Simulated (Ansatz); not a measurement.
V:

```
CELL_PARAMETERS angstrom
2.60429 0.00000 0.00000
-1.30215 2.25538 0.00000
0.00000 0.00000 4.72334
ATOMIC_POSITIONS crystal
V 0.33333 0.66667 0.25000
V 0.66667 0.33333 0.75000
```

This isn't the form of V at room conditions, which is bcc.

Base run:

```yaml
Program: Ansatz 0.2.0
Functional: PBEsol
Potentials_or_basis: Ansatz PAW
Cutoff: "420 eV (not typed: the program's choice for these potentials)"
k_mesh: 10 × 10 × 5
Occupations: fermi-dirac, width 0.05 eV
Spin: collinear spin, ferromagnetic start
Starting_moments: "[0.5, 0.5] μB"
Fixed_moment: 1 μB
```

Its results: pressure -6.0 GPa; site moments V +0.40 μB.

Task: After a change of settings the same cell gave: pressure 2.3 GPa; site moments V +1.20 μB. Which change was it?
A. fixed moment from 1 μB to 3 μB; moments at the start from [0.5, 0.5] to [1.5, 1.5]
B. fixed moment from 1 μB to 4 μB; moments at the start from [0.5, 0.5] to [2.0, 2.0]
C. fixed moment from 1 μB to 2 μB; moments at the start from [0.5, 0.5] to [1.0, 1.0]
D. fixed moment from 1 μB to 5 μB; moments at the start from [0.5, 0.5] to [2.5, 2.5]

Result: A.

Caveats: the total moment is fixed, so each spin has its own Fermi level; the PAW data sets come from PBE, with cores solved anew for the run's functional, which leaves a small shift of forces and pressure; the thresholds are loose for stress.
